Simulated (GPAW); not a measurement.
KBr:

```
Br K
1.0
     0.00000    3.30000    3.30000
     3.30000    0.00000    3.30000
     3.30000    3.30000    0.00000
Br K
1 1
Direct
  0.50000 0.50000 0.50000
  0.00000 0.00000 0.00000
```

Base run:

- Program: GPAW 26.7.0
- Functional: PBEsol
- Potentials or basis: PAW data sets generated in the run's folder for this functional
- Cutoff: 600 eV
- Basis: pw
- k mesh: 7 × 7 × 7
- Occupations: fermi-dirac, width 0.05 eV
- Spin: no spin polarisation

Its results: band gap on the k mesh 4.29 eV, direct; pressure -0.3 GPa.

**Question.** After a change of settings the same cell gave: band gap on the k mesh 4.04 eV, direct; pressure -1.7 GPa. Which change was it?
A. functional from PBEsol to BLYP
B. functional from PBEsol to LDA; potentials or basis from PAW data sets generated in the run's folder for this functional to the program's PAW data sets (release 1.2.1) made for this functional
C. functional from PBEsol to r2SCAN; potentials or basis from PAW data sets generated in the run's folder for this functional to GPAW PAW data sets (gpaw-data 1.2.1)
D. functional from PBEsol to WC

**Answer.** B.

Caveats: an odd mesh through Γ misses points on the zone boundary, where band edges often lie (some runs).

Not every run made on this cell is shown here.
